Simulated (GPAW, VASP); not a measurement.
This is a calculation of CdS (Greenockite) for GPAW 26.7.0 (ASE script). 

The input run.py:

```python
from ase import Atoms
from ase.dft.bandgap import bandgap
from ase.io import write
from ase.units import GPa
from gpaw import GPAW, PW

atoms = Atoms(['Cd', 'Cd', 'S', 'S'],
              cell=[[4.15, 0.0, 0.0],
                    [-2.075, 3.5940054257, 0.0],
                    [0.0, 0.0, 6.737]],
              scaled_positions=[[0.6666666667, 0.3333333333, 0.5],
                                [0.3333333333, 0.6666666667, 0.0],
                                [0.6666666667, 0.3333333333, 0.875],
                                [0.3333333333, 0.6666666667, 0.375]],
              pbc=True)

calc = GPAW(mode=PW(600),
            xc='PBE',
            kpts={'size': (7, 7, 4), 'gamma': True},
            occupations={'name': 'methfessel-paxton', 'order': 0, 'width': 0.016},
            nbands=31,
            convergence={'density': 1e-05, 'energy': 1e-05},
            maxiter=150,
            txt='gpaw.txt')
atoms.calc = calc
energy = atoms.get_potential_energy()
forces = atoms.get_forces()
stress = atoms.get_stress()
calc.write('gs.gpw')
write('result.traj', atoms)
print(f'Energy: {energy:.6f} eV')
print('Forces (eV/A):')
print(forces.round(4))
print('Stress (GPa):', (stress / GPa).round(3))
print('Fermi level:', round(calc.get_fermi_level(), 4), 'eV')
print(f'Gap: {bandgap(calc)[0]:.4f} eV, direct: {bandgap(calc, direct=True)[0]:.4f} eV')
```

Potentials or basis: GPAW PAW data sets (gpaw-data 1.2.1), pw.

Command:

```bash
$ OMP_NUM_THREADS=1 python run.py
```

Task: Set up the same calculation for VASP 6.6.1. Potentials or basis there: PBE PAW files Cd, S, 520 eV.

Result: As run (cutoffs and basis follow the program's own potentials, and thresholds, step limits or extra output files can differ):

The input INCAR:

```
SYSTEM = CdS
PREC = Accurate
ENCUT = 520
EDIFF = 1E-7
ISMEAR = 0
SIGMA = 0.016
LREAL = .False.
LASPH = .True.
NELM = 80
ALGO = Normal
ISIF = 2
LWAVE = .False.
LCHARG = .False.
GGA = PE
```

KPOINTS

```
Automatic mesh
0
Gamma
  7 7 4
  0 0 0
```

Contents of POSCAR:

```
CdS
1.0
    4.1500000000      0.0000000000      0.0000000000
   -2.0750000000      3.5940054257      0.0000000000
    0.0000000000      0.0000000000      6.7370000000
Cd S
2 2
Direct
    0.6666666667      0.3333333333      0.5000000000
    0.3333333333      0.6666666667      0.0000000000
    0.6666666667      0.3333333333      0.8750000000
    0.3333333333      0.6666666667      0.3750000000
```

Potentials or basis: VASP PAW PBE potentials, release 64 (Cd, S).

Command:

```bash
$ cat potpaw_PBE.64/Cd/POTCAR potpaw_PBE.64/S/POTCAR > POTCAR
$ mpirun -np 1 vasp_std > vasp.out
```

Both were run:

|  | GPAW | VASP |
| --- | --- | --- |
| Pressure | 1.8 GPa | 2.4 GPa |
| Largest force | 0.067 eV/Å | 0.069 eV/Å |

Pressure is positive in compression.
